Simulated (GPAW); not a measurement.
Set up this calculation in GPAW 26.7.0, as an ASE script.

- Task: relaxation of the atoms
- Functional: PBE
- Potentials or basis: GPAW PAW data sets (gpaw-data 1.2.1)
- Cutoff: 800 eV
- Basis: pw
- k mesh: 10 × 10 × 10
- Occupations: fermi-dirac, width 0.05 eV
- Spin: no spin polarisation
- Maxiter: 150
- Optimizer: BFGS
- Fmax: 0.02 eV/Å
- Max steps: 60
- Convergence: density=1e-05 forces=0.0001

The structure of WC lies in WC.xyz:

```xyz
2
Lattice="0.0000000000 2.1926840000 2.1926840000 2.1707571600 0.0000000000 2.1926840000 2.1707571600 2.1926840000 0.0000000000" Properties=species:S:1:pos:R:3 pbc="T T T"
W      0.0000000000      0.0000000000      0.0000000000
C      2.1707571600      2.1926840000      2.1926840000
```

Measurements of this composition are mostly on another form, of space group No. 187.

The cell isn't the ideal one: strain = -0.01.

One way to write it, as run:

run.py

```python
from ase.io import read, write
from ase.optimize import BFGS
from gpaw import GPAW, PW

atoms = read('WC.xyz')

calc = GPAW(mode=PW(800),
            xc='PBE',
            kpts={'size': (10, 10, 10), 'gamma': True},
            occupations={'name': 'fermi-dirac', 'width': 0.05},
            nbands=19,
            convergence={'density': 1e-05, 'forces': 0.0001},
            maxiter=150,
            txt='gpaw.txt')
atoms.calc = calc
opt = BFGS(atoms, trajectory='relax.traj', logfile='-')
done = opt.run(fmax=0.02, steps=60)
calc.write('gs.gpw')
write('result.traj', atoms)
print('Converged:', done)
print('Cell:', atoms.cell.cellpar().round(4))
print('Volume:', round(atoms.get_volume(), 4))
print(atoms.get_scaled_positions().round(5))
```

Potentials or basis: GPAW PAW data sets (gpaw-data 1.2.1), pw.

Command:

```console
$ OMP_NUM_THREADS=1 python run.py
```

It gave:

| Item | Value |
| --- | --- |
| Band gap on the k mesh | none (metal or under the smearing width) |

Caveat: the density grid can change from cell to cell, which puts small steps into energies and stress; the relaxation stopped at its first step, so nothing moved; later steps reuse the first step's grids.

It took 40 s on 1 thread of Arm Neoverse V2 (shared host), peak memory 0.19 GiB.
